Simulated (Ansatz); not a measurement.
**Bi2Te2Se: computed properties**

Method: DFT PBEsol, scalar-relativistic, plane waves, PAW (Ansatz).

Cutoff 420 eV; k points 12×12×12 on the computed 5-atom cell (Γ-centred); Gaussian smearing, width 0.10 eV; no spin polarisation.

The structure is relaxed at this level of theory with its symmetry kept. Whether it is the stable form of this composition wasn't checked.

```yaml
crystal:
  lattice:
    - [2.14402, 1.23785, 9.95959]
    - [-2.14402, 1.23785, 9.95959]
    - [0.00000, -2.47570, 9.95959]
  atoms:
    - { symbol: Bi, position: [0.60563, 0.60563, 0.60563] }
    - { symbol: Bi, position: [0.39437, 0.39437, 0.39437] }
    - { symbol: Te, position: [0.21318, 0.21318, 0.21318] }
    - { symbol: Te, position: [0.78682, 0.78682, 0.78682] }
    - { symbol: Se, position: [0.00000, 0.00000, 0.00000] }
```

```
Space group                                                       : R-3m (No. 166)
Volume per atom                                                   : 31.72 Å³
Formation energy from the elements' standard states (uncorrected) : -0.292 eV/atom
Kohn–Sham band gap                                                : 0.03 eV
Löwdin character of the top 1 eV of the valence band              : Te 5p 55 %, Se 4p 26 %, Bi 6p 9 %
Löwdin character of the lowest 1 eV of the conduction band        : Bi 6p 56 %, Te 5p 30 %
Bader charges (e)                                                 : Bi (2 in the cell) 0.77, Te (2 in the cell) -0.37, Se (1 in the cell) -0.79
```

Spin-orbit coupling is left out, which matters for the bands of heavy elements.